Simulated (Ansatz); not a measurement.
Structure map: energy, volume and gap of polymorphs

Relaxing one composition in several structure types shows which are competitive, which pressure would favour, and how volume and gap change with structure.

The reference row is InSb, zinc blende. The reference is the lowest phase computed, which need not be the stable form in nature.

### Data

Levels of theory (Ansatz, a plane-wave PAW program): energy: r²SCAN, total energy at 0 K with the change to a 700 eV cutoff added (comparable within one formula alone); volume per atom: r²SCAN, relaxed cell; gap: r²SCAN; bulk modulus: r²SCAN, equation-of-state fit.

Model: ΔE = E − E_ref; ΔV = V − V_ref; temperature scale ΔE/k_B = 11.605 K/meV × ΔE.

| crystal | E (eV/atom) | V (Å³/atom) | gap (eV) | B₀ (GPa) | ΔE (meV/atom) | ΔV (Å³/atom) | ΔE/k_B (K) |
|---|---|---|---|---|---|---|---|
| InSb, I-4m2 tI4 | −6055.508 | 27.58 | 0.00 | 51.9 | 213.0 | −7.64 | 2500 |
| InSb, rock salt | −6055.522 | 28.21 | 0.00 | 54.4 | 199.0 | −7.01 | 2300 |
| InSb, Pmmn oP4 | −6055.499 | 27.80 | 0.00 | – | 222.0 | −7.42 | 2600 |
| InSb, zinc blende, reference | −6055.721 | 35.22 | 0.00 | 43.5 | 0.0 | 0.00 | 0 |

Runs started from generated or typed cells of the structure named: InSb, zinc blende. No claim is made that these are known or stable phases: InSb, I-4m2 tI4; InSb, rock salt; InSb, Pmmn oP4. No gap (0.00) means none at this level, which can close a small real gap. Spin–orbit coupling is left out unless named.

### Worked example

The steps for InSb, Pmmn oP4:

- ΔE = 1000 × (−6055.499 − (−6055.721)) = 222.0 meV/atom
- ΔV = 27.80 − 35.22 = −7.42 Å³/atom
- ΔE/k_B: 11.605 × 222.0 = 2600 K

### Result

In order of ΔE, lowest first: InSb, zinc blende (0.0 ± 5.0), InSb, rock salt (199.0 ± 5.0), InSb, I-4m2 tI4 (213.0 ± 5.0), InSb, Pmmn oP4 (222.0 ± 5.0). The ± follows from allowances picked for this note (energy 0.004 eV/atom, 3 meV/atom on the figure itself), carried to first order and added in quadrature, each row's own inputs moving alone; ≈ joins neighbours closer than their two ± added in quadrature.

Denser than the reference, so favoured by pressure; with fixed volumes the enthalpies cross at P ≈ 0.1602 ΔE/|ΔV|: InSb, I-4m2 tI4 0.1602 × 213.0/7.64 = 4.5 GPa, InSb, rock salt 0.1602 × 199.0/7.01 = 4.5 GPa, InSb, Pmmn oP4 0.1602 × 222.0/7.42 = 4.8 GPa. Each is against the reference alone, so another phase may come first, and differences in compressibility move them.

### Caveats

Vibrational free energy is left out, and phases that were not computed could lie lower. Rows are a sample of the computed phases of this formula. Limits of the draw: a spread of over 30 meV/atom, none over 0.9 eV/atom above the reference, within 8 meV/atom of the lowest or within 3 meV/atom of a neighbour. As a rule kept out of such tables: 4f compounds, open-shell compounds run without a Hubbard term, cells found unstable in the tests at hand, cells close to a higher symmetry, and runs set to a pressure or over 12 % in volume from the crystal's fullest run. A dash marks a value that is not given here.
